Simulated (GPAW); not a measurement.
# ZnSe (Stilleite) (F-43m) in GPAW: single point with PBE

Aim: the single point of ZnSe (Stilleite) with PBE.

Everything below comes from runs of GPAW 26.7.0. Logs are shortened: lines on timing, memory, paths and dates and some standing lists are left out, and cuts for length are marked. The log counts tension as positive stress, the text compression.

**The experiment to reproduce.**

“Alloy Disordering Effects on the Thermal Conductivity and Energy Gap Temperature Dependence of Cd1−xZnxSe Ternary Crystals Grown by the Bridgman Method”, 2023, pmc:10253836 reports, for a bulk crystal of ZnSe at 300 K: band gap 2.695 ± 0.003 eV (an exciton energy, a little under the gap).

The results are compared with them further down.

## 1. Starting point

Symmetry: F-43m, No. 216, cubic system. The conventional cell has a = 5.668 Å, b = 5.668 Å, c = 5.668 Å, α = 90.00°, β = 90.00°, γ = 90.00°. Se (site symmetry -43m) is surrounded by 4 Zn at 2.45 Å. Zn (site symmetry -43m) is surrounded by 4 Se at 2.45 Å.

## 2. Single point, PBE

run.py reads:

```python
from ase import Atoms
from ase.dft.bandgap import bandgap
from ase.io import write
from ase.units import GPa
from gpaw import GPAW, PW

atoms = Atoms(['Se', 'Zn'],
              cell=[[0.0, 2.8338, 2.8338],
                    [2.8338, 0.0, 2.8338],
                    [2.8338, 2.8338, 0.0]],
              scaled_positions=[[0.75, 0.75, 0.75],
                                [0.0, 0.0, 0.0]],
              pbc=True)

calc = GPAW(mode=PW(500),
            xc='PBE',
            kpts={'size': (7, 7, 7), 'gamma': True},
            occupations={'name': 'fermi-dirac', 'width': 0.05},
            nbands=18,
            maxiter=120,
            txt='gpaw.txt')
atoms.calc = calc
energy = atoms.get_potential_energy()
forces = atoms.get_forces()
stress = atoms.get_stress()
calc.write('gs.gpw')
write('result.traj', atoms)
print(f'Energy: {energy:.6f} eV')
print('Forces (eV/A):')
print(forces.round(4))
print('Stress (GPa):', (stress / GPa).round(3))
print('Fermi level:', round(calc.get_fermi_level(), 4), 'eV')
print(f'Gap: {bandgap(calc)[0]:.4f} eV, direct: {bandgap(calc, direct=True)[0]:.4f} eV')
```

Potentials or basis: GPAW PAW data sets (gpaw-data 1.2.1), pw.

On the command line:

```
$ OMP_NUM_THREADS=1 python run.py
```

gpaw.txt:

```text
__  _  _
 | _ |_)|_||  |
 |__||  | ||/\| - 26.7.0

Input parameters:
  mode=PW(ecut=500.0),
  kpts=MonkhorstPack(size=(7, 7, 7), gamma=True),
  maxiter=120,
  nbands=18,
  occupations=Occupations(name='fermi-dirac', width=0.05),
  xc=XC(name='PBE')

Diagonalizing LCAO Hamiltonian
Converting LCAO to pw mode

                    Se

       Zn

Atoms  # Å, Bohr magnetons
|   | symbol |        x |        y |        z |    initial magnetic moments |
|---|--------|----------|----------|----------|-----------------------------|
| 0 |     Se | 4.250700 | 4.250700 | 4.250700 | ( 0.0000,  0.0000,  0.0000) |
| 1 |     Zn | 0.000000 | 0.000000 | 0.000000 | ( 0.0000,  0.0000,  0.0000) |

Unit cell  # Å
| periodic |        x |        y |        z |  lengths |    angles |
|----------|----------|----------|----------|----------|-----------|
|      yes | 0.000000 | 2.833800 | 2.833800 | 4.007598 | 60.000000 |
|      yes | 2.833800 | 0.000000 | 2.833800 | 4.007598 | 60.000000 |
|      yes | 2.833800 | 2.833800 | 0.000000 | 4.007598 | 60.000000 |

Number of symmetries: 24
Symmetry operations  # r_c * U_cc + t_c -> r_c
|    | kind |            matrix            |
|----|------|------------------------------|
|  0 |  E   |  1, 0, 0,  0, 1, 0,  0, 0, 1 |
|  1 |  σ   |  1, 0, 0,  0, 0, 1,  0, 1, 0 |
|  2 |  σ   |  1, 0,-1,  0, 1,-1,  0, 0,-1 |
|  3 |  C3  |  1, 0,-1,  0, 0,-1,  0, 1,-1 |
|  4 |  C3  |  1,-1, 0,  0,-1, 1,  0,-1, 0 |
|  5 |  σ   |  1,-1, 0,  0,-1, 0,  0,-1, 1 |
|  6 |  σ   |  0, 1, 0,  1, 0, 0,  0, 0, 1 |
|  7 |  C3  |  0, 1, 0,  0, 0, 1,  1, 0, 0 |
|  8 |  C2  |  0, 1,-1,  1, 0,-1,  0, 0,-1 |
|  9 |  S4  |  0, 1,-1,  0, 0,-1,  1, 0,-1 |
| 10 |  C3  |  0, 0, 1,  1, 0, 0,  0, 1, 0 |
| 11 |  σ   |  0, 0, 1,  0, 1, 0,  1, 0, 0 |
| 12 |  S4  |  0, 0,-1,  1, 0,-1,  0, 1,-1 |
| 13 |  C3  |  0, 0,-1,  0, 1,-1,  1, 0,-1 |
| 14 |  S4  |  0,-1, 1,  1,-1, 0,  0,-1, 0 |
| 15 |  C2  |  0,-1, 1,  0,-1, 0,  1,-1, 0 |
| 16 |  C3  |  0,-1, 0,  1,-1, 0,  0,-1, 1 |
| 17 |  S4  |  0,-1, 0,  0,-1, 1,  1,-1, 0 |
| 18 |  S4  | -1, 1, 0, -1, 0, 1, -1, 0, 0 |
| 19 |  C3  | -1, 1, 0, -1, 0, 0, -1, 0, 1 |
| 20 |  C3  | -1, 0, 1, -1, 1, 0, -1, 0, 0 |
| 21 |  S4  | -1, 0, 1, -1, 0, 0, -1, 1, 0 |
| 22 |  σ   | -1, 0, 0, -1, 1, 0, -1, 0, 1 |
| 23 |  C2  | -1, 0, 0, -1, 0, 1, -1, 1, 0 |

BZ-sampling:
  Number of BZ points: 343
  Number of IBZ points: 20

  Monkhorst-Pack size: [7, 7, 7]
  Monkhorst-Pack shift: [0, 0, 0]

K-points  # in reciprocal-cell coordinates
|     |                                coordinates |     weight |
|-----|--------------------------------------------|------------|
|   0 | (  0.00000000,   0.00000000,   0.00000000) | 0.00291545 |
|   1 | (  0.14285714,   0.14285714,   0.00000000) | 0.01749271 |
|   2 | (  0.14285714,   0.14285714,   0.14285714) | 0.02332362 |
|   3 | (  0.28571429,   0.14285714,   0.14285714) | 0.03498542 |
|   4 | (  0.28571429,   0.28571429,   0.00000000) | 0.01749271 |
|   5 | (  0.28571429,   0.28571429,   0.14285714) | 0.06997085 |
|   6 | (  0.28571429,   0.28571429,   0.28571429) | 0.02332362 |
|   7 | (  0.42857143,  -0.28571429,  -0.28571429) | 0.03498542 |
|   8 | (  0.42857143,   0.28571429,  -0.42857143) | 0.13994169 |
|   9 | (  0.42857143,   0.28571429,  -0.28571429) | 0.06997085 |
| ... |                                            |            |
|  19 | (  0.42857143,   0.42857143,   0.42857143) | 0.02332362 |

Plane wave coefficients: 1173
Cutoff: 500.0 eV

Spin-components: 1 (collinear spins)
Bands:           18
Projectors:      11
Spin-degeneracy: 2
Datatype:        complex128

Parallelization:
  kpt:    1
  domain: 1
  band:   1

Density:
  Valence electrons: 18.0
  Components: 1
  Grid points: [21 21 21]
  Charge: 0.0  # |e|

Potential:
  Grid points: [21 21 21]

species:
  Se:
    name:    Selenium
    Z:       34.0
    valence: 6
    core:    28
    charge:  0.0  # [|e|]
    compensation charges:
      type: gauss
      rc: 0.27  # [Å]
      lmax: 2
    cutoffs:
      filter: 1.77  # [Å]
      core: 2.67  # [Å]
    projectors
    | kind |    occ | energy [eV] | rcut [Å] |
    |------|--------|-------------|----------|
    |   4s |  2.000 |     -17.277 |    0.847 |
    |   4p |  4.000 |      -6.512 |    1.005 |
    |    s |        |       9.935 |    0.847 |
    |    p |        |      20.699 |    1.005 |
    |    d |        |       0.000 |    0.847 |

    Using partial waves for Se as LCAO basis

  Zn:
    name:    Zinc
    Z:       30.0
    valence: 12
    core:    18
    charge:  0.0  # [|e|]
    compensation charges:
      type: gauss
      rc: 0.37  # [Å]
      lmax: 2
    cutoffs:
      filter: 2.14  # [Å]
      core: 2.28  # [Å]
    projectors
    | kind |    occ | energy [eV] | rcut [Å] |
    |------|--------|-------------|----------|
    |   4s |  2.000 |      -5.977 |    1.286 |
    |   4p |  0.000 |      -1.117 |    1.270 |
    |   3d | 10.000 |     -10.142 |    1.180 |
    |    s |        |      21.234 |    1.286 |
    |    p |        |      26.095 |    1.270 |
    |    d |        |      17.070 |    1.180 |

    Using partial waves for Zn as LCAO basis

Reference energy: -114964.858784  # eV

eigensolver:
  PPCG
  Converge bands: occupied
  niter=2

density mixing:
  MSR1-Mixer
  Pratt-step length: 0.05
  Maximum mixing coefficient: 0.75
  Old densities: 10
  SVD Regularization: 0.005
  Good broyden scale: 1.0
  Trust region scale: 1.0
  Backstep threshold: 4.0
  History deletion threshold: 6.0
  Fourier metric: weight=20.0, sigma=0.015

occupation numbers:
  Fermi-Dirac:
    width: 0.0500  # eV

poisson solver:
  ecut: 4000.0  # eV

xc functional:
  name: PBE with 2 nearest neighbor stencil

convergence criteria:
- Maximum [total energy] change in last 3 cyles: 0.0005 eV / valence electron
- Maximum integral of absolute [dens]ity change: 0.0001 electrons / valence electron
- Maximum integral of absolute [eigenst]ate change: 4e-08 eV^2 / valence electron
maximum number of iterations: 120

SCF iterations
|iter     | |      energy | eigst |  dens |
|---------|-|-------------|-------|-------|
|iter:   1| |   -6.334137 | -0.33 |       |
|iter:   2| |   -6.276389 | -2.25 | -1.24 |
|iter:   3| |   -6.093835 | -1.66 | -1.28 |
|iter:   4| |   -6.093549 | -2.68 | -1.83 |
|iter:   5| |   -6.094561c| -3.84 | -2.31 |
|iter:   6| |   -6.094523c| -4.33 | -2.95 |
|iter:   7| |   -6.094543c| -5.38 | -3.53 |
|iter:   8| |   -6.094547c| -6.20 | -3.93 |
|iter:   9| |   -6.094547c| -8.27c| -5.05c|

Converged in 9 steps
Energy contributions relative to reference atoms: (reference = -114964.858784)

Energy contributions:
  Kinetic:          13.079508
  Coulomb:         -11.114625
  Zero:             -0.049948
  External:          0.000000
  Xc:               -8.009483
  Entropy:          -0.000000
  Spinorbit:         0.000000
  ----------------------------
  Free energy:      -6.094547
  Extrapolated:     -6.094547

dipole moment: (-7.077876, -7.077876, -7.077876)  # |e|*Ang

Fermi level: 4.552
Eigenvalues  # (at kpt = [0.000, 0.000, 0.000])
| band index |      eig [eV] | occ [0-2] |
|------------|---------------|-----------|
|          0 |        -9.373 |     2.000 |
|          1 |        -2.643 |     2.000 |
|          2 |        -2.643 |     2.000 |
|          3 |        -2.643 |     2.000 |
|          4 |        -2.278 |     2.000 |
|          5 |        -2.278 |     2.000 |
[... 10 lines left out ...]
|         16 |        16.945 |     0.000 |
|         17 |        16.945 |     0.000 |

Gap: 1.298 eV
Transition (v -> c):
  (s=0, k=0, n=8, [0.00, 0.00, 0.00]) -> (s=0, k=0, n=9, [0.00, 0.00, 0.00])
No difference between direct/indirect transitions

Forces  # eV/Ang
|       x |        y |        z |
|---------|----------|----------|
| 0.00000 | -0.00000 | -0.00000 |  # Se   0
| 0.00000 |  0.00000 | -0.00000 |  # Zn   1

Stress tensor  # eV/Ang^3
|         x |         y |         z |
|-----------|-----------|-----------|
| -0.012128 |  0.000000 |  0.000000 |
|  0.000000 | -0.012128 |  0.000000 |
|  0.000000 |  0.000000 | -0.012128 |

# Writing to gs.gpw (mode='')
```

stdout:

```text
Energy: -6.094547 eV
Forces (eV/A):
[[ 0. -0. -0.]
 [ 0.  0. -0.]]
Stress (GPa): [-1.943 -1.943 -1.943  0.     0.     0.   ]
Fermi level: 4.5523 eV
Gap: 1.2980 eV, direct: 1.2980 eV
```

Wall time 7.7 s (1 thread of INTEL XEON PLATINUM 8581C at 2.10GHz (Emerald Rapids), shared host); peak memory 0.14 GiB.

What came out:

| Item | Value |
| --- | --- |
| Free energy | -6.0945 eV |
| Pressure | 1.9 GPa |
| Band gap on the k mesh | 1.30 eV, direct |

Levels at points of the mesh, in eV from the valence-band top:
```tsv
k point	band 7	band 8	band 9	band 10	band 11	band 12
(0.00, 0.00, 0.00)	0.00	0.00	0.00	1.30	5.81	5.81
```

Caveat: the cutoff is short for stress and forces, so pressures can be off by a GPa or more.

## 3. How close it comes

Step 2. A measured gap of ZnSe is 2.695 eV (an exciton energy, a little under the gap; 300 K; “Alloy Disordering Effects on the Thermal Conductivity and Energy Gap Temperature Dependence of Cd1−xZnxSe Ternary Crystals Grown by the Bridgman Method”, 2023, pmc:10253836); the calculated 1.30 eV misses it by -1.40 eV. So large a miss can be the level of theory's own, or it may mean another phase, state or a wrong row. Spin-orbit coupling on Se is left out. The value is that of PBE, without temperature or zero-point motion. Semilocal functionals fall short of measured gaps as a rule.
